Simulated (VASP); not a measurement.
# Cu (Fm-3m) in VASP: relaxation of cell and atoms with LDA

Aim: the relaxation of cell and atoms of Cu with LDA.

Program: VASP 6.6.1. These are calculated values, not measurements. Logs are shortened: lines on timing, memory, paths and dates and some standing lists are left out, and cuts for length are marked.

### Step 1. The structure

Symmetry: Fm-3m, No. 225, cubic system. Conventional cell: a = 3.525 Å, b = 3.525 Å, c = 3.525 Å, α = 90.00°, β = 90.00°, γ = 90.00°. Cu (site symmetry m-3m) is surrounded by 12 Cu at 2.49 Å.

### Step 2. Relaxation of cell and atoms, LDA

INCAR

```
PREC = Accurate ; ENCUT = 600
EDIFF = 1E-7 ; ISMEAR = 1
SIGMA = 0.1 ; LREAL = F
LASPH = T ; NELM = 80
ALGO = Normal ; ISIF = 3
LWAVE = F ; LCHARG = F
IBRION = 2 ; NSW = 90
EDIFFG = -0.005
```

KPOINTS

```
Automatic mesh
0
Gamma
  18 18 18
```

POSCAR

```
Cu                                      
1.0
    0.0000000000      1.7623990185      1.7623990185
    1.7623990185      0.0000000000      1.7623990185
    1.7623990185      1.7623990185     -0.0000000000
  Cu            
     1
Direct
     0.0000000000000000    0.0000000000000000    0.0000000000000000
```

Potentials or basis: VASP PAW LDA potentials, release 64 (Cu).

Launch:

```bash
> cat potpaw_LDA.64/Cu/POTCAR > POTCAR
> mpirun -np 1 vasp_std > vasp.out
```

OUTCAR:

```text
PREC = Accurate
   ENCUT = 600
   EDIFF = 1E-7
   ISMEAR = 1
   LREAL = F
   LASPH = T
   NELM = 80
   ISIF = 3
   IBRION = 2
   NSW = 90
   EDIFFG = -0.005

 ion  position               nearest neighbor table
   1  0.000  0.000  0.000-

  LATTYP: Found a face centered cubic cell.
 ALAT       =     3.5247980370

  Lattice vectors:

 A1 = (   0.0000000000,   1.7623990185,   1.7623990185)
 A2 = (   1.7623990185,   0.0000000000,   1.7623990185)
 A3 = (   1.7623990185,   1.7623990185,   0.0000000000)

Analysis of symmetry for initial positions (statically):
=====================================================================
 Subroutine PRICEL returns:
 Original cell was already a primitive cell.

 Routine SETGRP: Setting up the symmetry group for a
 face centered cubic supercell.

 Subroutine GETGRP returns: Found 48 space group operations
 (whereof 48 operations were pure point group operations)
 out of a pool of 48 trial point group operations.

The static configuration has the point symmetry O_h .

Analysis of symmetry for dynamics (positions and initial velocities):
=====================================================================
 Subroutine PRICEL returns:
 Original cell was already a primitive cell.

 Routine SETGRP: Setting up the symmetry group for a
 face centered cubic supercell.

 Subroutine GETGRP returns: Found 48 space group operations
 (whereof 48 operations were pure point group operations)
 out of a pool of 48 trial point group operations.

The dynamic configuration has the point symmetry O_h .

 Subroutine INISYM returns: Found 48 space group operations
 (whereof 48 operations are pure point group operations),
 and found     1 'primitive' translations

----------------------------------------------------------------------------------------

                                     Primitive cell

  volume of cell :      10.9482

  direct lattice vectors                    reciprocal lattice vectors
     0.000000000  1.762399019  1.762399019    -0.283704198  0.283704198  0.283704198
     1.762399019  0.000000000  1.762399019     0.283704198 -0.283704198  0.283704198
     1.762399019  1.762399019  0.000000000     0.283704198  0.283704198 -0.283704198

  length of vectors
     2.492408594  2.492408594  2.492408594     0.491390085  0.491390085  0.491390085

  position of ions in fractional coordinates (direct lattice)
     0.000000000  0.000000000  0.000000000

  ion indices of the primitive-cell ions
   primitive index   ion index
                 1           1

----------------------------------------------------------------------------------------

 KPOINTS: Automatic mesh

Automatic generation of k-mesh.
 Grid dimensions read from file:
 generate k-points for:   18   18   18

 Generating k-lattice:

  Cartesian coordinates                     Fractional coordinates (reciprocal lattice)
    -0.015761344  0.015761344  0.015761344     0.055555556  0.000000000  0.000000000
     0.015761344 -0.015761344  0.015761344     0.000000000  0.055555556  0.000000000
     0.015761344  0.015761344 -0.015761344     0.000000000  0.000000000  0.055555556

  Length of vectors
     0.027299449  0.027299449  0.027299449

  Shift w.r.t. Gamma in fractional coordinates (k-lattice)
     0.000000000  0.000000000  0.000000000

 Subroutine IBZKPT returns following result:
 ===========================================

 Found    195 irreducible k-points:

 Following reciprocal coordinates:
            Coordinates               Weight
  0.000000  0.000000  0.000000      1.000000
  0.055556  0.000000  0.000000      8.000000
  0.111111  0.000000  0.000000      8.000000
  0.166667  0.000000  0.000000      8.000000
  0.222222  0.000000  0.000000      8.000000
  0.277778  0.000000  0.000000      8.000000
[... 16 lines left out ...]
 -0.277778  0.055556  0.000000     24.000000
 -0.222222  0.055556  0.000000     24.000000
 [... further k-points ...]
   k-points           NKPTS =    195   k-points in BZ     NKDIM =    195   number of bands    NBANDS=      9
   number of dos      NEDOS =    301   number of ions     NIONS =      1
   total plane-waves  NPLWV =   8000
   dimension x,y,z NGX =    20 NGY =   20 NGZ =   20
   dimension x,y,z NGXF=    40 NGYF=   40 NGZF=   40
   ions per type =               1
   NGX,Y,Z   is equivalent  to a cutoff of  13.34, 13.34, 13.34 a.u.
   NGXF,Y,Z  is equivalent  to a cutoff of  26.68, 26.68, 26.68 a.u.
 SYSTEM =  unknown system
   PREC   = accura    normal or accurate (medium, high low for compatibility)
   ISTART =      0    job   : 0-new  1-cont  2-samecut
   ICHARG =      2    charge: 1-file 2-atom 10-const
   ISPIN  =      1    spin polarized calculation?
   LNONCOLLINEAR =      F non collinear calculations
   LSORBIT =      F    spin-orbit coupling
   LASPH  =      T    aspherical Exc in radial PAW
   ENCUT  =  600.0 eV  44.10 Ry    6.64 a.u.   4.98  4.98  4.98*2*pi/ulx,y,z
   NELM   =     80;   NELMIN=  2; NELMDL= -5     # of ELM steps
   EDIFF  = 0.1E-06   stopping-criterion for ELM
   LREAL  =      F    real-space projection
   EDIFFG = -.5E-02   stopping-criterion for IOM
   NSW    =     90    number of steps for IOM
   IBRION =      2    ionic relax: 0-MD 1-quasi-New 2-CG
   NFREE  =      1    steps in history (QN), initial steepest desc. (CG)
   ISIF   =      3    stress and relaxation
   ISYM   =      2    0-nonsym 1-usesym 2-fastsym
   POTIM  = 0.5000    time-step for ionic-motion
   TEBEG  =    0.0;   TEEND  =   0.0 temperature during run
   PSTRESS=    0.0 pullay stress
   NELECT =      11.0000    total number of electrons
   NUPDOWN=      -1.0000    fix difference up-down
   EMIN   =  10.00;   EMAX   =-10.00  energy-range for DOS
   EFERMI =   0.00;   METHOD = LEGACY
   ISMEAR =     1;   SIGMA  =   0.10  broadening in eV -4-tet -1-fermi 0-gaus
   EFERMI_NEDOS =   21; number of points for ismear=-14 and -15
   IALGO  =     38    algorithm
   IMIX   =      4    mixing-type and parameters
     AMIX     =   0.40;   BMIX     =  1.00
     AMIX_MAG =   1.60;   BMIX_MAG =  1.00
  volume/ion in A,a.u.               =      10.95        73.88
  Fermi-wavevector in a.u.,A,eV,Ry     =   1.639676  3.098539 36.579791  2.688539
  Thomas-Fermi vector in A             =   2.730442
   LORBIT       =      0    0 simple, 1 ext, 2 COOP (PROOUT), +10 PAW based schemes
   GGA     = CA    functional components
   LHFCALC =     F    Hartree Fock is set to
   AEXX    =    0.0000 exact exchange contribution
   IVDW    =     0    specifies the selected vdW correction
   LEPSILON=     F    determine dielectric tensor
   LRPA    =     F    only Hartree local field effects (RPA)
 conjugate gradient relaxation of ions
 non-spin polarized calculation
 Methfessel and Paxton  Order N= 1 SIGMA  =   0.10
  energy-cutoff  :      600.00
  volume of cell :       10.95
 maximum number of plane-waves:       376
   NGX =  9   NGY =  9   NGZ =  9

 number of electron      11.0000002 magnetization

 Free energy of the ion-electron system (eV)
  ---------------------------------------------------
  ext. energy  EPLUGINS =         0.00000000
  ---------------------------------------------------
  free energy    TOTEN  =        -4.70745876 eV

  energy without entropy =       -4.70740804  energy(sigma->0) =       -4.70744185

 E-fermi :   8.2913     XC(G=0): -13.5510

 val. band max:        8.2798668685   @ k =   0.5000   0.3333   0.1667
 cond. band min:       8.3150343172   @ k =  -0.4444   0.1111   0.0556
 fundamental gap:      0.0351674487
 Fermi energy:         8.2912988349

 k-point     1 :       0.0000    0.0000    0.0000
  band No.  band energies     occupation
      1      -1.6125      2.00000
      2       5.0164      2.00000
      3       5.0164      2.00000
      4       5.0164      2.00000
      5       5.9587      2.00000
      6       5.9587      2.00000
      7      31.6060      0.00000
      8      34.6819      0.00000
      9      34.6819      0.00000

 k-point     2 :       0.0556    0.0000    0.0000
  band No.  band energies     occupation
      1      -1.4936      2.00000
      2       4.9891      2.00000
      3       5.0405      2.00000
      4       5.0405      2.00000
      5       5.9489      2.00000
      6       5.9489      2.00000
      7      31.0355      0.00000
      8      33.2086      0.00000
      9      34.3176      0.00000

 k-point     3 :       0.1111    0.0000    0.0000
  band No.  band energies     occupation
      1      -1.1415      2.00000
      2       4.9151      2.00000
      3       5.1033      2.00000
      4       5.1033      2.00000
      5       5.9286      2.00000
      6       5.9286      2.00000
      7      28.6913      0.00000
      8      32.4626      0.00000
      9      33.6443      0.00000

 k-point     4 :       0.1667    0.0000    0.0000
  band No.  band energies     occupation
      1      -0.5710      2.00000
      2       4.8180      2.00000
      3       5.1731      2.00000
      4       5.1731      2.00000
      5       5.9277      2.00000
      6       5.9277      2.00000
      7      25.7523      0.00000
      8      32.1749      0.00000
      9      32.9986      0.00000
[... 205 lines left out ...]
 k-point    22 :      -0.3333    0.0556    0.0000
  band No.  band energies     occupation
      1       2.1900      2.00000
      2       5.0578      2.00000
      3       5.0745      2.00000
      4       5.1195      2.00000
      5       6.2506      2.00000
      6       6.5908      2.00000
      7      16.6993      0.00000
      8      28.7197      0.00000
      9      31.5454      0.00000

 k-point    23 :      -0.2778    0.0556    0.0000
  band No.  band energies     occupation
      1       1.4346      2.00000
      2       4.7463      2.00000
      3       5.1397      2.00000
      4       5.1897      2.00000
      5       6.0594      2.00000
      6       6.3613      2.00000
      7      19.2258      0.00000
      8      28.8694      0.00000
      9      32.2044      0.00000

 k-point    24 :      -0.2222    0.0556    0.0000
  band No.  band energies     occupation
      1       0.5625      2.00000
      2       4.6871      2.00000
      3       5.1955      2.00000
      4       5.2387      2.00000
      5       5.8999      2.00000
      6       6.1765      2.00000
      7      21.9621      0.00000
      8      29.1836      0.00000
      9      32.8904      0.00000

 [... further k-points ...]

------------------------ aborting loop because EDIFF is reached ----------------------------------------

  FORCE on cell =-STRESS in cart. coord.  units (eV):
  Direction    XX          YY          ZZ          XY          YZ          ZX
  --------------------------------------------------------------------------------------
  -------------------------------------------------------------------------------------
  Total       -0.0011818     -0.0011818     -0.0011818     -0.0000000      0.0000000     -0.0000000
  in kB       -0.1729495     -0.1729495     -0.1729495     -0.0000000      0.0000000     -0.0000000
  external PRESSURE =      -0.1729495 kB  Pullay stress =       0.0000000 kB

 VOLUME and BASIS-vectors are now :
 -----------------------------------------------------------------------------
  energy-cutoff  :      600.00
  volume of cell :       10.95
      direct lattice vectors                 reciprocal lattice vectors
     0.000000000  1.762399019  1.762399019    -0.283704198  0.283704198  0.283704198
     1.762399019  0.000000000  1.762399019     0.283704198 -0.283704198  0.283704198
     1.762399019  1.762399019  0.000000000     0.283704198  0.283704198 -0.283704198

 POSITION                                       TOTAL-FORCE (eV/Angst)
 -----------------------------------------------------------------------------------
      0.00000      0.00000      0.00000        -0.000000      0.000000      0.000000
 -----------------------------------------------------------------------------------
    total drift:                                0.000000      0.000000      0.000000

  FREE ENERGIE OF THE ION-ELECTRON SYSTEM (eV)
  ---------------------------------------------------
  free  energy   TOTEN  =        -4.7074587616 eV

  energy  without entropy=       -4.7074080362  energy(sigma->0) =       -4.70744185

 reached required accuracy - stopping structural energy minimisation
```

Wall time 16 s (1 thread of Intel Xeon Platinum 8488C (Sapphire Rapids), shared host); peak memory 0.13 GiB.

What came out:

| Property | Result |
| --- | --- |
| Free energy | -4.7075 eV |
| Pressure after relaxing | 0.0 GPa |
| Band gap on the k mesh | none (metal or under the smearing width) |

Final structure:
```yaml
crystal:
  lattice:
    - [0.00000, 1.76240, 1.76240]
    - [1.76240, 0.00000, 1.76240]
    - [1.76240, 1.76240, 0.00000]
  atoms:
    - { symbol: Cu, position: [0.00000, 0.00000, 0.00000] }
```

Levels at points of the mesh, in eV from the Fermi level:
```tsv
k point	band 4	band 5	band 6	band 7	band 8	band 9
(0.00, 0.00, 0.00)	-3.27	-2.33	-2.33	23.31	26.39	26.39
(0.50, 0.00, 0.00)	-1.69	-1.69	-1.17	4.16	21.80	23.15
(0.50, 0.50, 0.00)	-1.54	-1.54	1.47	7.70	13.64	13.64
```

Caveat: the relaxation stopped at its first step, so nothing moved.
